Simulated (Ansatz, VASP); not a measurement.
# CdTe: VASP beside Ansatz, part 2 of 2

Aim: how closely do two programs agree when they are given the same cell, functional and k mesh? Of the first pair: The cell is a member of a volume series, scaled by 1.015 from a relaxed one, so a pressure remains. Valence electrons are named where the data sets of a main pair hold unlike numbers.

VASP 6.6.1 and Ansatz 0.2.0.

So far. Step 2 (Ansatz: single point, PBEsol, volume scaled by 1.015): The run ends at a pressure of -0.70 GPa.

### Step 6. Ansatz: single point, r2SCAN, volume scaled by 1.015

Level of this step: Ansatz beside VASP: Kohn-Sham DFT, plane waves, r2SCAN (Ansatz).

The same cell, functional, mesh and smearing now go to Ansatz, which takes its cutoff from its data sets.

The cell is a member of a volume series, scaled by 1.015 from a relaxed one, so a pressure remains.

input.yaml

```yaml
crystal:
  lattice:
    - [0.0, 3.29552652, 3.29552652]
    - [3.29552652, 0.0, 3.29552652]
    - [3.29552652, 3.29552652, 0.0]
  atoms:
    - { symbol: Te, position: [0.75, 0.75, 0.75] }
    - { symbol: Cd, position: [0.0, 0.0, 0.0] }
hamiltonian:
  xc: r2scan
  pseudopotentials: { kind: paw }
kpoints:
  mp_grid: { grid: [6, 6, 6] }
scf:
  occupations: { method: gaussian, width: 0.03 }
  n_extra_bands: 4
output:
  forces: true
  stress: true
  eigenvalues: true
```

The run is started by

```console
> ansatz run input.yaml --threads 2 --pin off --max-ram 4608MiB --backend cpu --events-out ev --progress --plain --runs-dir out
```

Numbers of over 12 decimals in the logs are rounded to 6 here.

Log:

```text
[...]
Crystal: 2 atoms, lattice volume = 71.582 Å³
Basis set: ecut = 500 eV, 1837 PW (Γ), exchange–correlation on 144×144×144 points (64 copies of the dense FFT grid, shifted against one another)
Bands: 22, of which v1, the nominal top of the filled ones, is band 18 counted from 1 (17 counted from 0)
Symmetry: 24 space group operations
[...]
--- Band table (eV; the first three rows and the last of 16) ---
  k-point 0: bands = [... 14 lower, -1.6819, 6.5136, 6.5136, 6.5136, 7.6291, 11.5973, 11.5973, 11.5973]
  k-point 1: bands = [... 14 lower, -1.6826, 4.9060, 6.3073, 6.3073, 8.6700, 11.6229, 11.9203, 11.9203]
  k-point 2: bands = [... 14 lower, -1.5664, 3.1179, 5.9549, 5.9549, 8.8012, 12.1840, 12.1840, 13.0498]
  k-point 15: bands = [... 14 lower, -1.1547, 2.5170, 4.4416, 4.5548, 10.5044, 10.6501, 13.6133, 13.8847]
[key lines of the parts left out:]
SCF converged after 6 iterations
Free energy (F): -15264.134487 eV
Fermi energy:    7.071791 eV
P = ⅓ Tr σ = -0.5808 GPa (-5.808 kbar)
```

The job ended after 3.4 s (2 threads of Arm Neoverse V1, shared host; peak memory 0.53 GiB; 6.5 s of CPU time).

The run ends at a pressure of -0.58 GPa.

### Step 7. Comparison

What differs besides the data sets and the points named for the pairs above, as far as they apply: VASP keeps PBE cores, Ansatz makes them for the functional; the data sets hold 36 valence electrons in Ansatz (on its default PAW (the set named soft_2) files) and 18 in VASP; the cutoff is 500 eV in Ansatz and 450 eV in VASP. Total energies have different zeros and are not compared.

Both answers:

| quantity | Ansatz | VASP | difference |
| --- | --- | --- | --- |
| pressure (GPa) | -0.58 | -0.60 | +0.02 |
| gap on the k mesh (eV) | 1.115 | 1.107 | +0.008 |

A gap on the mesh is an upper bound, since the band edges may lie between its points. Ansatz's pressure holds a Pulay correction of 0.04 GPa; VASP's holds none.

### Step 8. VASP: single point, r2SCAN with rVV10, volume scaled by 0.985

With cell and atoms fixed, the geometry can't cause a difference; cores, projectors, grids and the points listed under the comparison can. The cell compared in this pair holds 68.44 Å³, against 71.58 Å³ for the pair before.

The input asks for a relaxation, which ended at its first step since no free force or stress exceeded the threshold; so it serves as a single point.

INCAR

```
SYSTEM = CdTe
PREC = Accurate
ENCUT = 450
EDIFF = 1E-06
NELM = 100
ISMEAR = 0
SIGMA = 0.03
LREAL = .FALSE.
ALGO = Normal
METAGGA = R2SCAN
LUSE_VDW = .TRUE.
IVDW_NL = 2
BPARAM = 11.95
CPARAM = 0.0093
LASPH = .TRUE.
NBANDS = 15
LORBIT = 11
LWAVE = .FALSE.
LCHARG = .FALSE.
KPAR = 4
IBRION = 2
NSW = 30
ISIF = 4
EDIFFG = -0.01
```

POSCAR

```
CdTe
1.0
    0.0000000000      3.2465674582      3.2465674582
    3.2465674582      0.0000000000      3.2465674582
    3.2465674582      3.2465674582      0.0000000000
Te Cd
1 1
Direct
    0.7500000000      0.7500000000      0.7500000000
    0.0000000000      0.0000000000      0.0000000000
```

KPOINTS

```
Automatic mesh
0
Gamma
6 6 6
0 0 0
```

The projector-augmented-wave data sets are Te and Cd (PBE family, release 64).

The run is started by

```console
> mpirun -np 4 vasp_std
```

Log:

```text
[banner, memory and clock lines left out]
running    4 mpi-ranks, on    1 nodes
[...]
|                                                                             |
|               ----> ADVICE to this user running VASP <----                  |
|                                                                             |
|     You have switched on vdW-DFT.                                           |
|     This routine was written and supplied by Jiri Klimes. We recommend      |
|     that you carefully read and cite the following publications:            |
|       J. Klimes, D.R. Bowler, A. Michelides                                 |
|          J. Phys.: Cond Matt. 22 022201 (2010)                              |
|       J. Klimes, D.R. Bowler, A. Michelides                                 |
|          Phys. Rev. B. 83, 195131 (2011)                                    |
|     and references therein.                                                 |
|                                                                             |

[...]
DAV:  12    -0.459975404680E+02   -0.97117E-05   -0.49875E-05   557   0.902E-02    0.187E-02
Total rVV10 correction in eV:      0.6321485    24.0396421
Total rVV10 correction in eV:      0.6321485    24.0396421
Total rVV10 correction in eV:      0.6321485    24.0396421
Total rVV10 correction in eV:      0.6321485    24.0396421
DAV:  13    -0.459975372990E+02    0.31690E-05   -0.10326E-05   592   0.412E-02    0.729E-03
Total rVV10 correction in eV:      0.6321466    24.0396421
Total rVV10 correction in eV:      0.6321466    24.0396421
Total rVV10 correction in eV:      0.6321466    24.0396421
Total rVV10 correction in eV:      0.6321466    24.0396421
DAV:  14    -0.459975374734E+02   -0.17448E-06   -0.29466E-07   275   0.470E-03
Total rVV10 correction in eV:      0.6321267    24.0396421
Total rVV10 correction in eV:      0.6321267    24.0396421
Total rVV10 correction in eV:      0.6321267    24.0396421
Total rVV10 correction in eV:      0.6321267    24.0396421
Total rVV10 correction in eV:      0.6321358    24.0396421
Total rVV10 correction in eV:      0.6321358    24.0396421
Total rVV10 correction in eV:      0.6321358    24.0396421
Total rVV10 correction in eV:      0.6321358    24.0396421
   1 F= -.45997537E+02 E0= -.45997537E+02  d E =-.459975E+02
[...]
reached required accuracy - stopping structural energy minimisation
```

From OUTCAR (step 8):

```text
  Total        0.2731126      0.2731126      0.2731126     -0.0000000     -0.0000000     -0.0000000
  in kB        6.3936529      6.3936529      6.3936529     -0.0000000     -0.0000000     -0.0000000
  external PRESSURE =       6.3936529 kB  Pullay stress =       0.0000000 kB

 POSITION                                       TOTAL-FORCE (eV/Angst)
 -----------------------------------------------------------------------------------
      4.86985      4.86985      4.86985         0.000000      0.000000      0.000000
      0.00000      0.00000      0.00000        -0.000000     -0.000000     -0.000000
 -----------------------------------------------------------------------------------
    total drift:                                0.000002      0.000002      0.000002

  FREE ENERGIE OF THE ION-ELECTRON SYSTEM (eV)
  ---------------------------------------------------
  free  energy   TOTEN  =       -45.9975374734 eV

  energy  without entropy=      -45.9975374734  energy(sigma->0) =      -45.99753747

[... 2 parts as in an earlier step ...]

[... 2 further parts left out ...]
[key lines of the parts left out:]
E-fermi :   2.1826
```

### Step 9. Ansatz: single point, r2SCAN with rVV10, volume scaled by 0.985

The same cell, functional, mesh and smearing now go to Ansatz, which takes its cutoff from its data sets.

The cell is a member of a volume series, scaled by 0.985 from a relaxed one, so a pressure remains.

input.yaml, the sections that differ from step 6:

```yaml
crystal:
  lattice:
    - [0.0, 3.24656746, 3.24656746]
    - [3.24656746, 0.0, 3.24656746]
    - [3.24656746, 3.24656746, 0.0]
  atoms:
    - { symbol: Te, position: [0.75, 0.75, 0.75] }
    - { symbol: Cd, position: [0.0, 0.0, 0.0] }
hamiltonian:
  xc: r2scan
  pseudopotentials: { kind: paw }
  dispersion: rvv10
# kpoints, scf, output: as in step 6
```

The run is started by

```console
> ansatz run input.yaml --threads 2 --pin off --max-ram 4608MiB --backend cpu --events-out ev --progress --plain --runs-dir out
```

Log:

```text
[...]
Crystal: 2 atoms, lattice volume = 68.439 Å³
Basis set: ecut = 500 eV, 1807 PW (Γ), exchange–correlation on 160×160×160 points (64 copies of the dense FFT grid, shifted against one another)
Bands: 22, of which v1, the nominal top of the filled ones, is band 18 counted from 1 (17 counted from 0)
Symmetry: 24 space group operations
[...]
--- Band table (eV; the first three rows and the last of 16) ---
  k-point 0: bands = [... 14 lower, -1.1711, 7.1134, 7.1134, 7.1134, 8.3304, 12.1457, 12.1457, 12.1457]
  k-point 1: bands = [... 14 lower, -1.1721, 5.4313, 6.8855, 6.8855, 9.3635, 12.1976, 12.4890, 12.4890]
  k-point 2: bands = [... 14 lower, -1.0606, 3.5179, 6.5001, 6.5001, 9.4328, 12.7477, 12.7477, 13.7018]
  k-point 15: bands = [... 14 lower, -0.5863, 2.8893, 4.8537, 4.9590, 11.1371, 11.1702, 14.2639, 14.5031]
[key lines of the parts left out:]
SCF converged after 6 iterations
Free energy (F): -15260.198459 eV
Fermi energy:    7.722283 eV
P = ⅓ Tr σ = 0.5039 GPa (5.039 kbar)
```

Wall time 5.5 s (2 threads); peak memory 0.62 GiB; 11 s of CPU time.

The run ends at a pressure of 0.50 GPa.

### Step 10. Side by side

What differs besides the data sets and the points named for the pairs above, as far as they apply: the data sets hold 36 valence electrons in Ansatz (on its default PAW (the set named soft_2) files) and 18 in VASP. Total energies have different zeros and are not compared.

Both answers:

| quantity | Ansatz | VASP | difference |
| --- | --- | --- | --- |
| pressure (GPa) | 0.50 | 0.64 | -0.14 |
| gap on the k mesh (eV) | 1.217 | 1.211 | +0.006 |

A gap on the mesh is an upper bound, since the band edges may lie between its points. Ansatz's pressure holds a Pulay correction of 0.04 GPa; VASP's holds none.

### Step 11. Summary of results

```yaml
difference_in_gap_on_the_k_mesh_single_point_pbesol_volume_scaled_by_1p015: -0.0011 eV
difference_in_gap_on_the_k_mesh_single_point_r2scan_volume_scaled_by_1p015: 0.0084 eV
difference_in_gap_on_the_k_mesh_single_point_r2scan_with_rvv10_volume_scaled_by_0p985: 0.0062 eV
```

**Reading.** The difference in gap on the k mesh is 0.0084 eV (single point, r2SCAN, volume scaled by 1.015), within the 0.08 eV picked in this series as the mark of a large difference. The data sets hold unlike numbers of valence electrons (36 in Ansatz and 18 in VASP), so part of the differences comes from the potentials. 1 further run of this series is not shown here. Such differences can come from data sets, numerical settings and the points named under the comparisons, not from the functional's error against experiment.

[Lines on the potential files, build, host, timing and source positions are cut from VASP's logs without a mark.]

[Logs are printed without paths, hosts, clocks, repeated set-up lines and the standing remarks that a program may print on its own settings, such as how far it seeks lower states.]

[Hosts, paths, dates, database ids (printed as entryN), source tags and the programs' standing remarks are cut or masked in the printed files.]
